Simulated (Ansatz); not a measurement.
A calculation with Ansatz 0.2.0 of GaAs (native input, structure typed inline):

input.yaml

```yaml
crystal:
  lattice:
    - [0.0, 2.708925045, 2.708925045]
    - [2.708925045, 0.0, 2.708925045]
    - [2.708925045, 2.708925045, 0.0]
  atoms:
    - { symbol: As, position: [0.25, 0.25, 0.25] }
    - { symbol: Ga, position: [0.0, 0.0, 0.0] }
hamiltonian:
  xc: pbe0
  pseudopotentials: { kind: nc }
kpoints:
  mp_grid: { grid: [5, 5, 5] }
scf:
  occupations: { method: gaussian, width: 0.1 }
output:
  forces: true
  stress: true
  eigenvalues: true
  write_density: true
  write_potential: true
  elf: true
  volumetric_format: npy
```

Potentials or basis: Ansatz NC.

The run is started by

```console
$ ansatz run input.yaml --threads 2 --pin off --max-ram 5120MiB --backend cpu --events-out ev --progress --plain --runs-dir out
```

The cell isn't the ideal one: volume scaled by 0.88.

Q: Write the same calculation in another form: ASE script, structure from a CIF.

A: As run:

Contents of run.py:

```python
import json

import ase.io
import numpy as np
import spglib

import ansatz as az

atoms = ase.io.read("GaAs.cif")
cell, frac, numbers = spglib.find_primitive((atoms.cell[:], atoms.get_scaled_positions(), atoms.numbers), symprec=1e-5)
atoms = ase.Atoms(numbers, cell=cell, scaled_positions=frac, pbc=True)

calculation = (
    az.Crystal.from_ase(atoms)
    .calculation()
    .kpoints(5, 5, 5)
    .functional("pbe0")
    .pseudopotentials(kind="nc")
    .occupations(method="gaussian", width=0.1)
    .density()
    .potential()
    .output_files(volumetric_format="npy")
    .electron_localization_function()
    .forces()
    .stress()
    .band_table(publish=True)
)
outcome = calculation.run(threads=2, events_out="events.jsonl")

report = outcome.report
for line in open("events.jsonl"):
    event = json.loads(line)
    if event["event"] == "scf_iter":
        d = event["data"]
        print(f"SCF {d['iter']:3d}  HF = {d['harris_foulkes_ev']:.6f} eV  dr2 = {d['dr2_ev']:.2e} eV")
    elif event["event"] in ("relax_step", "md_step"):
        d = event["data"]
        print(f"{event['event']} {d['step']:3d}  E = {d['lagrangian_ev']:.6f} eV")
np.set_printoptions(precision=5, suppress=True, linewidth=110)
print("converged:", report["converged"], "after", report["n_iterations"], "iterations")
print(f"free energy {report['free_energy_ev']:.6f} eV, Fermi level {report['fermi_energy_ev']:.4f} eV")
for key in ("band_edges_ev", "magnetization_mub", "site_moments_mub", "site_moments_nc_mub", "forces_ev_ang",
                "stress_gpa", "kpoints_frac", "eigenvalues_ev"):
    if report.get(key) is not None:
        print(key, np.array(report[key]), sep="\n")
```

Contents of GaAs.cif:

```cif
data_GaAs
_cell_length_a 5.41785009
_cell_length_b 5.41785009
_cell_length_c 5.41785009
_cell_angle_alpha 90.00000000
_cell_angle_beta 90.00000000
_cell_angle_gamma 90.00000000
_space_group_name_H-M_alt 'F-43m'
_space_group_name_Hall 'F -4 2 3'
_space_group_IT_number 216
loop_
_space_group_symop_operation_xyz
'x,y,z'
'y,-x,-z'
'-x,-y,z'
'-y,x,-z'
'x,-y,-z'
'y,x,z'
'-x,y,-z'
'-y,-x,z'
'z,x,y'
'-z,y,-x'
'z,-x,-y'
'-z,-y,x'
'-z,x,-y'
'z,y,x'
'-z,-x,y'
'z,-y,-x'
'y,z,x'
'-x,-z,y'
'-y,z,-x'
'x,-z,-y'
'-y,-z,x'
'x,z,y'
'y,-z,-x'
'-x,z,-y'
'x,y+1/2,z+1/2'
'y,-x+1/2,-z+1/2'
'-x,-y+1/2,z+1/2'
'-y,x+1/2,-z+1/2'
'x,-y+1/2,-z+1/2'
'y,x+1/2,z+1/2'
'-x,y+1/2,-z+1/2'
'-y,-x+1/2,z+1/2'
'z,x+1/2,y+1/2'
'-z,y+1/2,-x+1/2'
'z,-x+1/2,-y+1/2'
'-z,-y+1/2,x+1/2'
'-z,x+1/2,-y+1/2'
'z,y+1/2,x+1/2'
'-z,-x+1/2,y+1/2'
'z,-y+1/2,-x+1/2'
'y,z+1/2,x+1/2'
'-x,-z+1/2,y+1/2'
'-y,z+1/2,-x+1/2'
'x,-z+1/2,-y+1/2'
'-y,-z+1/2,x+1/2'
'x,z+1/2,y+1/2'
'y,-z+1/2,-x+1/2'
'-x,z+1/2,-y+1/2'
'x+1/2,y,z+1/2'
'y+1/2,-x,-z+1/2'
'-x+1/2,-y,z+1/2'
'-y+1/2,x,-z+1/2'
'x+1/2,-y,-z+1/2'
'y+1/2,x,z+1/2'
'-x+1/2,y,-z+1/2'
'-y+1/2,-x,z+1/2'
'z+1/2,x,y+1/2'
'-z+1/2,y,-x+1/2'
'z+1/2,-x,-y+1/2'
'-z+1/2,-y,x+1/2'
'-z+1/2,x,-y+1/2'
'z+1/2,y,x+1/2'
'-z+1/2,-x,y+1/2'
'z+1/2,-y,-x+1/2'
'y+1/2,z,x+1/2'
'-x+1/2,-z,y+1/2'
'-y+1/2,z,-x+1/2'
'x+1/2,-z,-y+1/2'
'-y+1/2,-z,x+1/2'
'x+1/2,z,y+1/2'
'y+1/2,-z,-x+1/2'
'-x+1/2,z,-y+1/2'
'x+1/2,y+1/2,z'
'y+1/2,-x+1/2,-z'
'-x+1/2,-y+1/2,z'
'-y+1/2,x+1/2,-z'
'x+1/2,-y+1/2,-z'
'y+1/2,x+1/2,z'
'-x+1/2,y+1/2,-z'
'-y+1/2,-x+1/2,z'
'z+1/2,x+1/2,y'
'-z+1/2,y+1/2,-x'
'z+1/2,-x+1/2,-y'
'-z+1/2,-y+1/2,x'
'-z+1/2,x+1/2,-y'
'z+1/2,y+1/2,x'
'-z+1/2,-x+1/2,y'
'z+1/2,-y+1/2,-x'
'y+1/2,z+1/2,x'
'-x+1/2,-z+1/2,y'
'-y+1/2,z+1/2,-x'
'x+1/2,-z+1/2,-y'
'-y+1/2,-z+1/2,x'
'x+1/2,z+1/2,y'
'y+1/2,-z+1/2,-x'
'-x+1/2,z+1/2,-y'
loop_
_atom_site_label
_atom_site_type_symbol
_atom_site_symmetry_multiplicity
_atom_site_Wyckoff_symbol
_atom_site_fract_x
_atom_site_fract_y
_atom_site_fract_z
_atom_site_occupancy
As1 As 4 c 0.2500000000 0.2500000000 0.2500000000 1
Ga1 Ga 4 a 0.0000000000 0.0000000000 0.0000000000 1
```

Potentials or basis: Ansatz NC.

Run with:

```bash
$ python run.py
```

Both were run:

|  | native input, structure typed inline | ASE script, structure from a CIF |
| --- | --- | --- |
| Pressure | 9.6 GPa | 9.6 GPa |
| Band gap on the k mesh | 2.69 eV, indirect (least direct gap 3.00 eV) | 2.69 eV, indirect (least direct gap 3.00 eV) |

Keys that steer only the numerical path or the files written may differ.

Caveat: odd divisions of the mesh miss points on the zone boundary, where band edges often lie, so the gap on the mesh can be too wide; the potentials were made for another functional, which shifts forces and pressure; the thresholds are loose for stress.
